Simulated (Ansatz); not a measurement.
## Al2Cu: enthalpy under pressure, worked through

All numbers below come from DFT PBEsol, scalar-relativistic, plane waves, PAW (Ansatz). Run with 420 eV cutoff, 10×10×10 k-mesh, Gaussian smearing of 0.10 eV, no spin polarisation.

Starting point, cell and atoms relaxed:

```xyz
6
Lattice="-2.9962 2.9962 2.4144 2.9962 -2.9962 2.4144 2.9962 2.9962 -2.4144" Properties=species:S:1:pos:R:3 pbc="T T T"
Al    0.9548    2.0414    2.4144
Al    0.9548    3.9510    0.0000
Al    2.0414   -0.9548    2.4144
Al    2.0414    0.9548    0.0000
Cu    0.0000    0.0000    1.2072
Cu    0.0000    0.0000    3.6215
```

Cell and atoms were relaxed at each target pressure within the start's symmetry (I4/mcm), at zero temperature; other phases can be more stable under pressure. H = E + PV with P the target; E is the free energy at the smearing used, whose derivative the pressure is, per atom and counted from zero pressure.

```tsv
P (GPa)	V (Å³/atom)	E − E0 (meV)	H − H0 (meV)
0	14.449	0.0	0.0
1	14.316	0.4	89.8
4	13.962	6.0	354.5
12	13.210	42.7	1032.0
25	12.311	144.2	2065.1
50	11.158	407.1	3889.2
90	10.000	901.5	6518.8
```

Task: Thermodynamics gives dH/dP = V along a relaxed path. Integrate V over P by the trapezoid rule and compare with the computed enthalpies.

Result: With 1 eV/Å³ = 160.22 GPa, each step adds the mean volume times ΔP / 160.22:
```
P (GPa)  ∫V dP (meV) H − H0 (meV) difference (meV)
      1         89.8          89.8               0.0
      4        354.5         354.5               0.0
     12       1032.9        1032.0               0.8
     25       2068.2        2065.1               3.1
     50       3899.2        3889.2              10.0
     90       6540.3        6518.8              21.6
```

V(P) curves upward, so the trapezoid rule runs high; integrating a smooth curve through the same points (P as a polynomial of degree 4 in ln V) puts that excess at about 21.3 meV at 90 GPa, against the 21.6 meV found.

Task: At 90 GPa, how much of the enthalpy change is stored energy and how much is the PV term?

Result: E rises by 901 meV/atom and PV is 90 × 10.000 / 160.22 = 5617 meV/atom, so PV makes 86 % of ΔH. So between rival structures at high pressure a small difference in volume can outweigh the difference in energy: 1 % of this volume is worth 56.2 meV/atom at this pressure.

Task: What bulk modulus do the lowest pressures give?

Result: From the pressures that the runs reached, -1.05 GPa (14.592 Å³) and 1.03 GPa (14.316 Å³), B = −ΔP/Δln V = 2.08 / 0.0191 = 109 GPa, a mean over that range.